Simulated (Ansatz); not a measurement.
**MgO: a trigonal deformation path**

An exercise on one series of results from a longer session: the logs are not shown, and one member is left open.

The COD cell was measured well above room temperature, so it is larger than a cold one.

Program: Ansatz 0.2.0. Level of theory: DFT r2SCAN, scalar-relativistic, plane waves, PAW. These are calculated values, not measurements.

1 further run of the same task is left out (set aside as unsound or not needed). Runs told in other sessions of the task aren't counted.

## The structure to begin with

It takes space group Fm-3m (No. 225, cubic). Conventional cell: a = 4.204 Å, b = 4.204 Å, c = 4.204 Å, α = 90.00°, β = 90.00°, γ = 90.00°. Mg (site symmetry m-3m) has 6 O at 2.10 Å in its first shell of neighbours. O (site symmetry m-3m) has 6 Mg at 2.10 Å in its first shell of neighbours.

As a file:

```cif
data_structure
_symmetry_space_group_name_H-M 'P 1'
_symmetry_Int_Tables_number 1
_cell_length_a 2.9728
_cell_length_b 2.9728
_cell_length_c 2.9728
_cell_angle_alpha 60.000
_cell_angle_beta 60.000
_cell_angle_gamma 60.000
_cell_volume 18.58
loop_
_atom_site_label
_atom_site_type_symbol
_atom_site_fract_x
_atom_site_fract_y
_atom_site_fract_z
_atom_site_occupancy
Mg1 Mg 0.00000 0.00000 0.00000 1
O1 O 0.50000 0.50000 0.50000 1
```

This cell was relaxed beforehand with the same method: volume 9.29 Å³/atom, gap on the mesh 5.69 eV.

The first run:

At fixed volume and fractional coordinates, lengths along (0.577, 0.577, 0.577) are scaled against those across it; ρ is that ratio over its starting value.

Input file input.yaml:

```yaml
crystal:
  lattice:
    - [-0.8828303272, 1.7656606544, 1.7656606544]
    - [1.7656606544, -0.8828303272, 1.7656606544]
    - [1.7656606544, 1.7656606544, -0.8828303272]
  atoms:
    - { symbol: Mg, position: [0.0, 0.0, 0.0] }
    - { symbol: O, position: [0.5, 0.5, 0.5] }
basis:
  ecutwfc: 500
kpoints:
  mp_grid: { grid: [10, 10, 10] }
hamiltonian:
  xc: r2scan
scf:
  occupations: { method: gaussian, width: 0.05 }
output:
  forces: true
  stress: true
  eigenvalues: true
```

Run with:

```
> ansatz run input.yaml --threads 1 --pin off --max-ram 2560MiB --backend cpu --events-out ev --progress --plain --runs-dir out
```

Steps of the session up to this table: Point ρ = 0.500; At ρ = 2.000; Point ρ = 0.710; ρ = 1.410; At ρ = 0.600; ρ = 0.850; ρ = 1.200; At ρ = 1.700; Point ρ = 0.930; At ρ = 1.080.

One of the session's tables, all rows but one given; the rest of the session is left out.

Collected from the runs (energy zero: the undisturbed cell):

```
    ρ  ΔE (meV/atom)  pressure (GPa)  gap on the mesh (eV)
0.500          814.0            -4.3                  3.22
0.600          714.4            -2.5                  3.58
0.710          452.9            -0.6                  3.90
0.850          133.6             0.1                  4.71
0.930           29.6             0.1                  5.27
1.000            0.0             0.0                  5.69
1.080              ?               ?                     ?
1.200          235.3             0.8                  4.25
1.410          929.4             4.5                  1.21
1.700         2333.3            19.6                  0.00
2.000         3622.6            39.0                  0.00
```

Q: Estimate the row for ρ = 1.080 from the others.

Worked estimate for «ΔE (meV/atom)». A straight line through the neighbours (1.000, 0.0) and (1.200, 235.3) gives 0.0 + (235.3 − 0.0) × (1.080 − 1.000) / (1.200 − 1.000) = 94.1; a parabola fitted to 4 rows on both sides gives 45.1.

The run gave: ΔE (meV/atom): 38.5; pressure (GPa): 0.1; gap on the mesh (eV): 5.34. In «ΔE (meV/atom)» the line misses by +55.6 and the parabola by +6.6.

Where the gap reads zero, the mesh chosen for the insulator is on the coarse side.

Limits of these values: The final runs have no spin polarisation, so a magnetic state may lie lower.
